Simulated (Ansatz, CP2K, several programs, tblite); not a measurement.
Energy against volume for AgInSe₂, ordered on the zincblende lattice (I-42d) with 8 atoms a cell, at fixed shape and fractional coordinates, computed by several methods (PBE and r2SCAN, where shown, with plane waves in Ansatz); the cell shown is that of r2SCAN. With free coordinates or axes held, a curve is too stiff, and on another method's shape its minimum isn't the method's own volume. The symmetry is I-42d (No. 122, tetragonal); conventional cell a = 6.145 Å, c = 11.899 Å, 28.08 Å³ an atom. Ag is surrounded by 4 Se at 2.66 Å; Se is surrounded by 2 In at 2.61 Å and 2 Ag at 2.66 Å; In is surrounded by 4 Se at 2.61 Å. No spin polarisation. The prototype was imposed, so other structures may be more stable. Energies count from each curve's lowest point; fits are third-order Birch-Murnaghan.

```xyz
8
Lattice="-3.0725 3.0725 5.9495 3.0725 -3.0725 5.9495 3.0725 3.0725 -5.9495" Properties=species:S:1:pos:R:3 pbc="T T T"
Ag    0.0000    0.0000    0.0000
Se    1.5772    1.5362    1.4874
Ag    0.0000    3.0725    2.9747
Se    1.5362   -1.4953    4.4621
In    0.0000    0.0000    5.9495
Se    1.4953    1.5362    7.4369
In    3.0725    0.0000    2.9747
Se   -1.5362    1.4953    4.4621
```

Q: GFN2-xTB (tblite), on the shape of the cell shown, as a cluster of 64 atoms at the zone centre, gives
```
V (Å³/atom)  E (meV/atom)
     24.712        157.02
     26.397         66.05
     28.082         18.09
     29.767          0.00
     31.452          3.48
```
What equilibrium volume and bulk modulus follow?

A: V₀ = 30.28 Å³ an atom and B₀ = 33 GPa.

PBE/SZV (CP2K), on the shape of the cell shown:
```csv
V (Å³/atom),E (meV/atom)
24.712,304.60
26.397,152.21
28.082,60.92
29.767,14.16
31.452,0.00
```
The lowest point is an end point, so the minimum isn't bracketed.

PBE, on the shape of its own relaxed cell:
```tsv
V (Å³/atom)	E (meV/atom)
27.209	17.12
28.077	4.05
28.945	0.00
29.814	3.51
30.682	13.36
```
V₀ = 28.95 Å³ an atom and B₀ = 46 GPa.

PBE/DZVP (CP2K), on the shape of the cell shown:
```tsv
V (Å³/atom)	E (meV/atom)
24.712	146.33
26.397	52.09
28.082	8.19
29.767	0.00
31.452	17.39
```
V₀ = 29.38 Å³ an atom and B₀ = 45 GPa.

light PBE (260 eV, its own mesh), on the shape of the cell shown:
```csv
V (Å³/atom),E (meV/atom)
25.836,80.12
26.959,43.91
28.082,23.29
29.205,0.00
30.329,27.39
31.452,34.80
```
The points scatter about a smooth fit, as a low cutoff and a light mesh can make them, so no fit is quoted.
